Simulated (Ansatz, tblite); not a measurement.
## A script for CaO (GFN2-xTB)

These are simulated results from tblite 0.8.0, not measurements. The cell was built from a prototype and was relaxed with r2SCAN in plane waves (Ansatz 0.2.0). Not every such cell is a known phase. All runs are without spin polarisation.

The symmetry is F-43m (No. 216, cubic); a = 5.213 Å in the conventional setting, 17.71 Å³ an atom. Ca is surrounded by 4 O at 2.26 Å; O is surrounded by 4 Ca at 2.26 Å.

tblite solves periodic systems at the zone centre alone, so the script builds a cluster of 2×2×2 conventional cells (64 atoms), which folds in a coarse mesh of k points.

run.py reads:

```python
import json
from ase import Atoms
from ase.build import make_supercell
from ase.units import Bohr, GPa, Hartree
from tblite.interface import Calculator

atoms = Atoms(['Ca', 'O'],
              cell=[[0.0, 2.60673174, 2.60673174], [2.60673174, 0.0, 2.60673174], [2.60673174, 2.60673174, 0.0]],
              scaled_positions=[[0.0, 0.0, 0.0], [0.25, 0.25, 0.25]],
              pbc=True)
cluster = make_supercell(atoms, [[-2, 2, 2], [-2, -2, 2], [2, -2, 2]])
calc = Calculator('GFN2-xTB', cluster.numbers, cluster.positions / Bohr, lattice=cluster.cell[:] / Bohr, periodic=cluster.pbc)
calc.set('temperature', 0.02 / Hartree)
calc.set('max-iter', 150)
res = calc.singlepoint()
levels = res.get('orbital-energies') * Hartree
nv = round(res.get('orbital-occupations').sum() / 2)
cells = len(cluster) // len(atoms)
out = {'energy_per_cell': res.get('energy') * Hartree / cells, 'homo': levels[nv - 1], 'lumo': levels[nv],
       'stress': (-res.get('virial') * Hartree / cluster.get_volume() / GPa).tolist(), 'charges': res.get('charges')[:len(atoms)].tolist(), 'electrons': 2 * nv / cells}
json.dump(out, open('results.json', 'w'))
for key, value in out.items():
    print(key, value)
```

Command: `python run.py`. It took 7.5 s on 1 thread of Intel(R) Xeon(R) Platinum 8488C (Sapphire Rapids) (shared host), peak memory 0.11 GiB.

What it printed:

```
------------------------------------------------------------
  cycle        total energy    energy error   density error
------------------------------------------------------------
      1     -127.7261424209  -1.2783084E+02   5.5902676E-01
      2     -145.3090161848  -1.7582874E+01   2.1752082E-01
      3     -146.8148394290  -1.5058232E+00   7.1659176E-02
      4     -146.0872138546   7.2762557E-01   1.1275924E-01
      5     -144.5209489692   1.5662649E+00   1.6103030E-01
      6     -147.3583932133  -2.8374442E+00   2.4830859E-02
      7     -146.8361856135   5.2220760E-01   6.9646925E-02
      8     -147.3113783997  -4.7519279E-01   3.1089802E-02
      9     -147.4219953857  -1.1061699E-01   2.7050853E-03
     10     -147.4171542846   4.8411011E-03   6.0605370E-03
     11     -147.4197527905  -2.5985059E-03   4.6383450E-03
     12     -147.4208255283  -1.0727378E-03   3.3948905E-03
     13     -147.4219475274  -1.1219991E-03   9.9085620E-04
     14     -147.4220726776  -1.2515016E-04   9.8314524E-05
     15     -147.4220733459  -6.6833744E-07   4.0545416E-05
     16     -147.4220732983   4.7634416E-08   3.5153924E-05
     17     -147.4220732738   2.4553259E-08   3.4145256E-05
     18     -147.4220734014  -1.2767515E-07   9.4408768E-06
------------------------------------------------------------

 total:                                   6.946 sec
energy_per_cell -125.36121711996411
homo -13.346614858865724
lumo -13.197071212062294
stress [[-15.619499340574885, -5.782707727332553e-07, 5.782687365016304e-07], [-5.782707727581576e-07, -15.619499340574839, 5.782762879328037e-07], [5.782687365488852e-07, 5.782762879516503e-07, -15.619499340574803]]
charges [0.49252511829536294, -0.4925185181215719]
electrons 8.0
```

The cycle table is in hartree for the whole cluster, and the lines after it are in eV (the energy for one cell). The printed stress is in GPa and positive in compression, and the pressure is its mean diagonal.

GFN2-xTB gives a gap of 0.15 eV. On the same cell, plane-wave PBE (Ansatz, 8×8×8 k points and the special points) gives a gap of 3.33 eV and r2SCAN a gap of 3.76 eV; on shared hosts these took about 1.3 and 2.9 core-seconds on the 2-atom cell, against 7.5 for the script. Semilocal gaps usually lie below measured ones. xTB was fitted to molecules, so gaps, charges and pressures of solids can be far off, and the gap also depends on the size of the cluster.

The same script was run on cells scaled at fixed shape and fractional coordinates:

| volume (Å³/atom) | energy (meV/atom) | pressure (GPa, positive in compression) | gap (eV) |
| --- | --- | --- | --- |
| 15.59 | -209.9 | -15.81 | 0.48 |
| 16.65 | -104.5 | -15.81 | 0.29 |
| 17.71 | 0.0 | -15.62 | 0.15 |
| 18.78 | 101.7 | -14.97 | 0.07 |
| 19.84 | 198.9 | -14.32 | 0.02 |

The minimum lies beyond the smallest of these volumes.

xTB was fitted mostly to molecules, and a small cluster samples few k points, so gaps, pressures and kinks along a curve can be far from a solid's.
